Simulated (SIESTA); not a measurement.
## PtS2 under changes of volume

One of the cells (18.626 Å³/atom); the others are scaled copies at fixed shape and fractional positions:

```
Pt S
1.0
     3.56667    0.00000    0.00000
    -1.78333    3.08882    0.00000
     0.00000    0.00000    5.07217
Pt S
1 2
Direct
  0.00000 0.00000 0.00000
  0.66667 0.33333 0.77300
  0.33333 0.66667 0.22700
```

| Quantity | Value |
| --- | --- |
| Program | SIESTA 5.4.2 |
| Functional | PBE |
| Potentials or basis | PseudoDojo 0.4 standard (PBE files) |
| Basis | DZP (energy shift 0.002 Ry) |
| Grid cutoff | 800 Ry |
| Energy shift | 0.002 Ry |
| k mesh | 9 × 9 × 5 |
| Occupations | fermi-dirac, width 0.05 eV |
| Spin | no spin polarisation |

```tsv
volume (Å³/atom)	energy over the lowest point (meV/atom)	pressure (GPa)	gap on the mesh (eV)	largest force (eV/Å)
17.165	211.40	28.1	1.00	3.132
17.531	?	?	?	?
17.896	105.23	18.8	0.97	2.332
18.626	37.25	11.3	0.91	1.645
18.992	15.20	8.1	0.88	1.339
19.357	0.00	5.3	0.86	1.058
```

Question: What does the run at 17.531 Å³/atom give?

Answer: Energy over the lowest point 153.04 meV/atom; pressure 23.2 GPa; gap on the mesh 0.99 eV; largest force 2.718 eV/Å.

Worked out: A Birch-Murnaghan fit of order 3 (a polynomial in V^(-2/3)) to the other rows has no minimum within the range. It gives 152.94 meV/atom at 17.531 Å³/atom, against the run's 153.04, and -dE/dV = 23.2 GPa, against 23.2. A parabola through the other rows of the gap, of slope -0.942 eV per unit of ln V there, gives 0.98 eV, against the run's 0.99.

Energies are extrapolated to zero smearing.

Caveats: semicore shells carry a single zeta, which can move pressures by several GPa and volumes by a few percent; spin-orbit coupling is left out, which moves the levels of the heavy elements; an odd mesh through Γ misses points on the zone boundary, where band edges often lie; the basis of atomic orbitals isn't converged, which shifts pressures, moduli and gaps; forces of over 1 eV/Å show positions far from the minimum, so gaps and moduli don't describe the material at rest.
